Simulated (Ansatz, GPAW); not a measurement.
## A script for SnO (PBE in single-zeta orbitals)

These are simulated results from GPAW 26.7.0, not measurements. The cell began as a database structure and was relaxed with r2SCAN+rVV10 in plane waves (Ansatz 0.2.0). All runs are without spin polarisation.

Space group Pmn2_1 (No. 31), orthorhombic; conventional cell a = 3.303 Å, b = 5.758 Å, c = 4.001 Å, 19.02 Å³ an atom. Sn is surrounded by 3 O at 2.12–2.13 Å; O is surrounded by 3 Sn at 2.12–2.13 Å.

The basis is minimal: single zeta, one radial function for each shell that the log's basis lists. It describes the filled bands fairly and the empty ones poorly.

Input script:

```python
import json
from ase import Atoms
from gpaw import GPAW, PW, FermiDirac

atoms = Atoms(['Sn', 'Sn', 'O', 'O'],
              cell=[[3.303115, 0.0, -0.0], [0.0, 5.757705, 0.0], [-0.0, 0.0, 4.000807]],
              scaled_positions=[[0.0, 0.229442, 0.517265], [0.5, 0.770558, 0.017265], [-0.0, 0.893534, 0.732736], [0.5, 0.106466, 0.232736]],
              pbc=True)
calc = GPAW(mode='lcao', basis='sz(dzp)', h=0.2, xc='PBE', kpts={'size': (6, 4, 4), 'gamma': True},
            occupations=FermiDirac(0.02), maxiter=100, legacy_gpaw=True, txt='gpaw.txt')
atoms.calc = calc
res = {'energy': atoms.get_potential_energy(force_consistent=True)}
res['electrons'] = calc.get_number_of_electrons()
res['k'] = calc.get_ibz_k_points().tolist()
res['levels'] = [calc.get_eigenvalues(kpt=i).tolist() for i in range(len(res['k']))]
points = [[0.0, 0.0, 0.0], [0.5, 0.0, 0.0], [0.5, 0.5, 0.0], [0.0, 0.5, 0.0], [0.0, 0.0, 0.5], [0.5, 0.0, 0.5], [0.5, 0.5, 0.5], [0.0, 0.5, 0.5], [0.398438, -0.5, 0.0]]
bands = calc.fixed_density(kpts=points, symmetry='off', txt='bands.txt')
res['points'] = [bands.get_eigenvalues(kpt=i).tolist() for i in range(len(points))]
json.dump(res, open('results.json', 'w'))
print('free energy (eV):', round(res['energy'], 5))
```

Command: `python run.py`. It took 16 s on 1 thread of Arm Neoverse V1 (shared host), peak memory 0.17 GiB.

The log gpaw.txt, trimmed of paths, versions and times, then the last line on the terminal. An iter line gives the energy in eV and the logarithms of the changes of orbitals (plane waves alone) and density (c: converged):

```
___ ___ ___ _ _ _
 |   |   |_  | | | |

 | | | | | . | | | |

 |__ |  _|___|_____|  26.7.0
 |___|_|

Input parameters:
  basis: sz(dzp)
  h: 0.2
  kpts: {gamma: True,
         size: (6, 4, 4)}
  maxiter: 100
  mode: lcao
  occupations: {fixmagmom: False,
                name: fermi-dirac,
                width: 0.02}
  xc: PBE

System changes: positions, numbers, cell, pbc, initial_charges, initial_magmoms

Initialize ...

species:
  Sn:
    name:    Tin
    Z:       50.0
    valence: 14
    core:    36
    charge:  0.0  # [|e|]
    compensation charges:
      type: gauss
      rc: 0.38  # [Å]
      lmax: 2
    cutoffs:
      filter: 2.23  # [Å]
      core: 2.35  # [Å]
    projectors
    | kind |    occ | energy [eV] | rcut [Å] |

    |------|--------|-------------|----------|

    |   5s |  2.000 |     -10.538 |    1.201 |

    |   5p |  2.000 |      -3.696 |    1.270 |

    |   4d | 10.000 |     -25.845 |    1.185 |

    |    s |        |      16.674 |    1.201 |

    |    p |        |      23.515 |    1.270 |

    |    d |        |       1.367 |    1.185 |

    LCAO basis set for Sn:
      Name: sz(dzp)
      Number of radial functions: 3
      Number of spherical harmonics: 9
        l=0, rc=7.1250 Bohr: 5s-sz confined orbital
        l=1, rc=9.5469 Bohr: 5p-sz confined orbital
        l=2, rc=4.0625 Bohr: 4d-sz confined orbital
      Number of RI-basis functions 0

  O:
    name:    Oxygen
    Z:       8.0
    valence: 6
    core:    2
    charge:  0.0  # [|e|]
    compensation charges:
      type: gauss
      rc: 0.21  # [Å]
      lmax: 2
    cutoffs:
      filter: 1.17  # [Å]
      core: 0.83  # [Å]
    projectors
    | kind |    occ | energy [eV] | rcut [Å] |

    |------|--------|-------------|----------|

    |   2s |  2.000 |     -23.961 |    0.688 |

    |   2p |  4.000 |      -9.029 |    0.598 |

    |    s |        |       3.251 |    0.688 |

    |    p |        |      18.182 |    0.598 |

    |    d |        |       0.000 |    0.619 |

    LCAO basis set for O:
      Name: sz(dzp)
      Number of radial functions: 2
      Number of spherical harmonics: 4
        l=0, rc=4.3438 Bohr: 2s-sz confined orbital
        l=1, rc=5.3906 Bohr: 2p-sz confined orbital
      Number of RI-basis functions 0

Reference energy: -340103.091216  # eV

Spin-paired calculation

Convergence criteria:
 Maximum [total energy] change in last 3 cyles: 0.0005 eV / valence electron
 Maximum integral of absolute [dens]ity change: 0.0001 electrons / valence electron
 Maximum integral of absolute [eigenst]ate change: 4e-08 eV^2 / valence electron
 Maximum number of scf [iter]ations: 100
 (Square brackets indicate name in SCF output, whereas a 'c' in
 the SCF output indicates the quantity has converged.)

Symmetries present (total): 2

  ( 1  0  0)  (-1  0  0)
  ( 0  1  0)  ( 0  1  0)
  ( 0  0  1)  ( 0  0  1)

96 k-points: 6 x 4 x 4 Monkhorst-Pack grid + [1/12,1/8,1/8]
40 k-points in the irreducible part of the Brillouin zone
       k-points in crystal coordinates                weights
   0:     0.00000000    0.00000000    0.00000000          1/96
   1:     0.00000000    0.00000000    0.25000000          2/96
   2:     0.00000000    0.00000000    0.50000000          1/96
   3:     0.00000000    0.25000000   -0.25000000          2/96
   4:     0.00000000    0.25000000    0.00000000          2/96
   5:     0.00000000    0.25000000    0.25000000          2/96
   6:     0.00000000    0.25000000    0.50000000          2/96
   7:     0.00000000    0.50000000    0.00000000          1/96
   8:     0.00000000    0.50000000    0.25000000          2/96
   9:     0.00000000    0.50000000    0.50000000          1/96
          ...
  39:     0.50000000    0.50000000    0.50000000          1/96

Wave functions: LCAO
  Diagonalizer: Serial LAPACK
  Atomic Correction: dense with blas
  Data-type: complex

Occupation numbers: Fermi-Dirac:
  width: 0.0200  # eV

Eigensolver
   LCAO using direct dense diagonalizer

Densities:
  Coarse grid: 16*28*20 grid
  Fine grid: 32*56*40 grid
  Total Charge: 0.000000

Density mixing:
  Method: separate
  Backend: msr1
  Linear mixing parameter: 0.05
  old densities: 10
  Width of damping distribution: 1.1
  Damping of long wavelength oscillations: 20

Hamiltonian:
  XC and Coulomb potentials evaluated on a 32*56*40 grid
  Using the PBE Exchange-Correlation functional
  Interpolation: tri-quintic (5. degree polynomial)
  Poisson solver: FastPoissonSolver using
    Stencil: 6*3+1=19 point O(h^6) finite-difference Laplacian
    FFT axes: [np.int64(0), np.int64(1), np.int64(2)]
    FST axes: []

XC parameters: PBE with 2 nearest neighbor stencil

Memory estimate:
  Process memory now: 115.04 MiB
  Calculator: 21.07 MiB
    Density: 13.54 MiB
      Arrays: 1.78 MiB
      Localized functions: 10.39 MiB
      Mixer: 1.37 MiB
    Hamiltonian: 1.93 MiB
      Arrays: 1.16 MiB
      XC: 0.00 MiB
      Poisson: 0.00 MiB
      vbar: 0.76 MiB
    Wavefunctions: 5.60 MiB
      C [qnM]: 0.41 MiB
      S, T [2 x qmm]: 0.83 MiB
      P [aqMi]: 0.06 MiB
      BasisFunctions: 4.30 MiB
      Eigensolver: 0.00 MiB

Total number of cores used: 1

Number of atoms: 4
Number of atomic orbitals: 26
Number of bands in calculation: 26
Number of valence electrons: 40
Bands to converge: occupied

... initialized

Initializing position-dependent things.

Density initialized from atomic densities
     .-------.
    /|       |

   / O       |

  /  |       |

 *   |       |

 |Sn .-------.
 |  /   Sn  /
 | / O     /
 |/       /
 *-------*
Positions:
   0 Sn     0.000000    1.321059    2.069477    ( 0.0000,  0.0000,  0.0000)
   1 Sn     1.651558    4.436646    0.069074    ( 0.0000,  0.0000,  0.0000)
   2 O      0.000000    5.144705    2.931535    ( 0.0000,  0.0000,  0.0000)
   3 O      1.651558    0.613000    0.931132    ( 0.0000,  0.0000,  0.0000)

Unit cell:
           periodic     x           y           z      points  spacing
  1. axis:    yes    3.303115    0.000000   -0.000000    16     0.2064
  2. axis:    yes    0.000000    5.757705    0.000000    28     0.2056
  3. axis:    yes   -0.000000    0.000000    4.000807    20     0.2000

  Lengths:   3.303115   5.757705   4.000807
  Angles:   90.000000  90.000000  90.000000

Effective grid spacing dv^(1/3) = 0.2040

iter:   1   -21.304469        c
iter:   2   -20.448817        c -1.05
iter:   3   -18.027031        c -1.09
iter:   4   -17.923591        c -1.69
iter:   5   -17.885396        c -1.89
iter:   6   -17.883394        c -2.66
iter:   7   -17.882485c       c -2.84
iter:   8   -17.882482c       c -3.76
iter:   9   -17.882474c       c -3.92
iter:  10   -17.882474c       c -4.73c

Converged after 10 iterations.

Energy contributions relative to reference atoms: (reference = -340103.091216)

Kinetic:       +152.444444
Potential:     -137.530806
External:        +0.000000
XC:             -33.713505
Entropy (-ST):   -0.000000
Local:           +0.917392
SIC:             +0.000000
--------------------------
Free energy:    -17.882474
Extrapolated:   -17.882474

Showing only first 2 kpts
 Kpt  Band  Eigenvalues  Occupancy
  0    18      4.02264    2.00000
  0    19      5.97723    2.00000
  0    20      9.06991    0.00000
  0    21      9.06999    0.00000

  1    18      4.34658    2.00000
  1    19      4.92703    2.00000
  1    20      8.65956    0.00000
  1    21      9.13980    0.00000

Fermi level: 6.62832

Gap: 1.632 eV
Transition (v -> c):
  (s=0, k=0, n=19, [0.00, 0.00, 0.00]) -> (s=0, k=27, n=20, [0.33, 0.50, 0.00])
Direct/indirect transitions are different
Direct gap: 2.583 eV
Transition at: (s=0, k=27, n=19, [0.33, 0.50, 0.00])

free energy (eV): -17.88247
```

The gap in the log is over the mesh alone; results.json adds the listed points. PBE in single-zeta orbitals gives a gap of 1.38 eV. On the same cell, plane-wave PBE (Ansatz, 8×4×6 k points and the special points) gives a gap of 1.38 eV and r2SCAN a gap of 1.70 eV; on shared hosts these took about 14 and 35 core-seconds on the 4-atom cell, against 16 for the script. Spin-orbit coupling, left out in all these runs, can cut or reorder the gap by tenths of an eV, up to about 1 eV with Pb or Bi.

Spin-orbit coupling is left out, which matters wherever the heavy atoms make up the band edges.
